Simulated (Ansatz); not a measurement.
**GaCuSe$_{2}$: computed properties**

All numbers below come from DFT PBEsol, scalar-relativistic, plane waves, PAW in Ansatz.

Settings: cutoff 420 eV, Γ-centred mesh 10×10×10 on the computed 8-atom cell, Gaussian smearing of 0.01 eV; no spin polarisation.

The structure is relaxed at this level of theory with its symmetry kept.

```cif
data_structure
_symmetry_space_group_name_H-M 'I-42d'
_symmetry_Int_Tables_number 122
_cell_length_a 5.5697
_cell_length_b 5.5697
_cell_length_c 11.0744
_cell_angle_alpha 90.000
_cell_angle_beta 90.000
_cell_angle_gamma 90.000
_cell_volume 343.55
loop_
_atom_site_label
_atom_site_type_symbol
_atom_site_symmetry_multiplicity
_atom_site_Wyckoff_symbol
_atom_site_fract_x
_atom_site_fract_y
_atom_site_fract_z
_atom_site_occupancy
Ga1 Ga 4 b 0.50000 0.50000 0.00000 1
Cu1 Cu 4 a 0.00000 0.00000 0.00000 1
Se1 Se 8 d 0.24180 0.25000 0.12500 1
```

| Quantity | Value |
| --- | --- |
| Space group | I-42d (No. 122) |
| Volume per atom | 21.47 Å³ |
| Formation energy from the elements' standard states (uncorrected) | -0.456 eV/atom |
| Kohn–Sham band gap | 0.12 eV, direct at Γ |
| Löwdin character of the top 1 eV of the valence band | Cu 3d 48 %, Se 4p 43 % |
| Löwdin character of the lowest 1 eV of the conduction band | Se 4p 34 %, Ga 4s 27 %, Se 4s 12 %, Cu 4s 10 % |
| Electron masses at the edge by Cartesian direction of the standard setting (m_e; degenerate bands sorted by energy; no spin-orbit coupling) | x: 0.033; y: 0.033; z: 0.025 |
| Hole masses at the edge by Cartesian direction of the standard setting (m_e; degenerate bands sorted by energy; no spin-orbit coupling) | x: 0.61; y: 0.61; z: 0.026 |
| Bader charges (e) | Ga (2 in the cell) 0.93, Cu (2 in the cell) 0.32, Se (4 in the cell) -0.63 |

A ferromagnetic start lost its moments in a first run, so spin was left out; other magnetic orders weren't tried.